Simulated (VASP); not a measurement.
**MgS in VASP 6.6.1, single-point calculation**

INCAR

```
SIGMA = 0.5
NELM = 74
LASPH = .TRUE.
LCHARG = .FALSE.
ISMEAR = 0
LWAVE = .FALSE.
NBANDS = 11
LREAL = .FALSE.
NSW = 0
ISIF = 2
GGA = PE
PREC = Accurate
ENCUT = 520
IBRION = -1
EDIFF = 1E-7
```

KPOINTS

```
KPOINTS created by Atomic Simulation Environment
0
Gamma
8 8 8
0 0 0
```

POSCAR

```
Mg S
 1.0000000000000000
     0.0000000000000000    2.8308768411999998    2.9441119149000001
     2.8308768411999998    0.0000000000000000    2.9441119149000001
     2.8308768411999998    2.8308768411999998    0.0000000000000000
 Mg  S
   1   1
Cartesian
  0.0000000000000000  0.0000000000000000  0.0000000000000000
  1.4154384205999999  1.4154384205999999  1.4720559574500003
```

The recommended PBE PAW datasets give the neutral cell 8 valence electrons.

Command

```
mpirun -np 1 vasp_std
```

OSZICAR

```
N       E                     dE             d eps       ncg     rms          rms(c)
DAV:   1     0.253647750129E+02    0.25365E+02   -0.33637E+03  1306   0.571E+02
DAV:   2    -0.691104993131E+01   -0.32276E+02   -0.30834E+02  1609   0.984E+01
DAV:   3    -0.897379113435E+01   -0.20627E+01   -0.20597E+01  1614   0.272E+01
DAV:   4    -0.899170529092E+01   -0.17914E-01   -0.17912E-01  1586   0.305E+00
DAV:   5    -0.899192134193E+01   -0.21605E-03   -0.21605E-03  1684   0.335E-01    0.395E+00
DAV:   6    -0.849104469044E+01    0.50088E+00   -0.12906E+00  1433   0.416E+00    0.300E+00
DAV:   7    -0.845798662944E+01    0.33058E-01   -0.26546E-01  1562   0.208E+00    0.234E+00
DAV:   8    -0.846585169749E+01   -0.78651E-02   -0.25415E-02  1424   0.954E-01    0.135E+00
DAV:   9    -0.846486499689E+01    0.98670E-03   -0.26074E-03  1505   0.249E-01    0.467E-01
DAV:  10    -0.846507817898E+01   -0.21318E-03   -0.78129E-04  1442   0.129E-01    0.897E-02
DAV:  11    -0.846508668417E+01   -0.85052E-05   -0.55979E-05  1589   0.306E-02    0.658E-02
DAV:  12    -0.846508768308E+01   -0.99892E-06   -0.83962E-06  1520   0.139E-02    0.630E-03
DAV:  13    -0.846508767825E+01    0.48329E-08   -0.36509E-07  1627   0.295E-03
   1 F= -.84650877E+01 E0= -.84650876E+01  d E =-.137335E-06
```

From OUTCAR

```
k-points           NKPTS =     59   k-points in BZ     NKDIM =     59   number of bands    NBANDS=     11

   NELECT =       8.0000    total number of electrons

   dimension x,y,z NGX =    30 NGY =   30 NGZ =   30
   dimension x,y,z NGXF=    60 NGYF=   60 NGZF=   60

  energy-cutoff  :      520.00
  volume of cell :       47.19
      direct lattice vectors                 reciprocal lattice vectors
     0.000000000  2.830876841  2.944111915    -0.176623721  0.176623721  0.169830500
     2.830876841  0.000000000  2.944111915     0.176623721 -0.176623721  0.169830500
     2.830876841  2.830876841  0.000000000     0.176623721  0.176623721 -0.169830500

 k-points in reciprocal lattice and weights: KPOINTS created by Atomic Simulation Env
   0.00000000  0.00000000  0.00000000       0.002
   0.12500000  0.00000000  0.00000000       0.016
   0.25000000  0.00000000  0.00000000       0.016
   0.37500000  0.00000000  0.00000000       0.016
   0.50000000  0.00000000  0.00000000       0.008
   0.12500000  0.12500000  0.00000000       0.004
   0.25000000  0.12500000  0.00000000       0.016
   0.37500000  0.12500000  0.00000000       0.016
   ...

 E-fermi :   2.5787

 k-point     1 :       0.0000    0.0000    0.0000
  band No.  band energies     occupation
      1     -10.3152      2.00000
      2       0.7553      2.00000
      3       0.8643      2.00000
      4       0.8643      2.00000
      5       4.0853      0.00002
      6       8.6615      0.00000
      7       8.6893      0.00000
      8       8.6893      0.00000
      9      11.2328      0.00000
     10      11.8974      0.00000
     11      13.9532      0.00000

 k-point     2 :       0.1250    0.0000    0.0000
  band No.  band energies     occupation
      1     -10.2343      2.00000
      2       0.1656      2.00000
      3       0.7327      2.00000
      4       0.8228      2.00000
      5       4.7369      0.00000
      6       8.4653      0.00000
      7       8.8297      0.00000
      8       8.8736      0.00000
      9      10.8565      0.00000
     10      11.3803      0.00000
     11      13.7536      0.00000

 k-point     3 :       0.2500    0.0000    0.0000
  band No.  band energies     occupation
      1     -10.0259      2.00000
      2      -0.9560      2.00000
      3       0.5924      2.00000
      4       0.7289      2.00000
      5       5.6005      0.00000
      6       8.4083      0.00000
      7       8.8181      0.00000
      8       9.0207      0.00000
      9      11.0843      0.00000
     10      11.2312      0.00000
     11      12.9295      0.00000

 k-point     4 :       0.3750    0.0000    0.0000
  band No.  band energies     occupation
      1      -9.7947      2.00000
      2      -1.8368      2.00000
      3       0.4657      2.00000
      4       0.6425      2.00000
      5       5.8014      0.00000
      6       8.3973      0.00000
      7       8.7468      0.00000
      8       9.0074      0.00000
      9      12.3380      0.00000
     10      12.4022      0.00000
     11      12.9331      0.00000

 k-point     5 :       0.5000    0.0000    0.0000
  band No.  band energies     occupation
      1      -9.6906      2.00000
      2      -2.1691      2.00000
      3       0.4163      2.00000
      4       0.6087      2.00000
      5       5.7750      0.00000
      6       8.2571      0.00000
      7       8.5907      0.00000
      8       9.2466      0.00000
      9      13.3867      0.00000
     10      13.6862      0.00000
     11      13.9875      0.00000

 ...

  Total       -0.2733135     -0.2733135     -0.5726215      0.0000000     -0.0000000      0.0000000
  in kB       -9.2799440     -9.2799440    -19.4424945      0.0000000     -0.0000000      0.0000000
  external PRESSURE =     -12.6674609 kB  Pullay stress =       0.0000000 kB

 POSITION                                       TOTAL-FORCE (eV/Angst)
 -----------------------------------------------------------------------------------
      0.00000      0.00000      0.00000        -0.000000     -0.000000     -0.000000
      1.41544      1.41544      1.47206         0.000000      0.000000      0.000000
 -----------------------------------------------------------------------------------
    total drift:                               -0.000000     -0.000000      0.000000

  FREE ENERGIE OF THE ION-ELECTRON SYSTEM (eV)
  ---------------------------------------------------
  free  energy   TOTEN  =        -8.4650876783 eV

  energy  without entropy=       -8.4650875409  energy(sigma->0) =       -8.46508761
```

It converged. Results: gap between bands v and c on the k mesh 3.22 eV; least direct gap on the k mesh 3.22 eV; pressure -1.3 GPa. Band v is the last that the valence electrons fill when counted band by band, and c is the next.

For comparison, a separate PBE run of the intended cell, on usual settings and not on those above, gives a gap of 3.22 eV on its mesh and a pressure of -1.3 GPa.

The run above took about 21 s on one core of a shared host (Intel Xeon Platinum 8488C) and held 0.18 GiB at most.
